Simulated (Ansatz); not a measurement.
Runs of Ansatz 0.2.0 on ZrN. Symmetry: Fm-3m, No. 225, cubic system. The conventional cell has a = 4.600 Å, b = 4.600 Å, c = 4.600 Å, α = 90.00°, β = 90.00°, γ = 90.00°. Zr (site symmetry m-3m) is surrounded by 6 N at 2.30 Å. N (site symmetry m-3m) has 6 Zr at 2.30 Å as nearest neighbours. 

| task | level | cell | smearing | gap on the mesh (eV) | pressure (GPa) | relaxed volume (Å³/atom) |
| --- | --- | --- | --- | --- | --- | --- |
| relaxation of cell and atoms | BLYP+D3(BJ) | relaxed | fermi-dirac 0.05 eV | - | 0.0 | (a) |
| relaxation of cell and atoms | BLYP+D4 | relaxed | fermi-dirac 0.05 eV | none | 0.0 | (b) |
| relaxation of cell and atoms | revPBE+D3(BJ) | relaxed | fermi-dirac 0.05 eV | none | 0.0 | 11.72 |
| relaxation of cell and atoms | revPBE+D4 | relaxed | fermi-dirac 0.05 eV | - | 0.0 | 11.82 |
| single point | PBE | as given | gaussian 0.029 eV | none | -0.9 | - |

Alike in all rows: potentials or basis Ansatz PAW; no spin polarisation; k mesh 10 × 10 × 10; cutoff (eV) 420.

Question: Fill in the values left out.

Answer: (a) 11.87; (b) 12.11.

Caveats: the plane-wave basis is chosen anew once the cell has moved, so the energies of steps on either side of that aren't comparable (some runs); the PAW data sets come from PBE, with cores solved anew for the run's functional, which leaves a small shift of forces and pressure (some runs); pairwise dispersion overbinds metals, which lowers pressure and volume (some runs).

A k mesh can miss the band edges, and the runs leave out spin-orbit coupling on Zr.

A gap of «none» marks a metal or a gap under the smearing width.
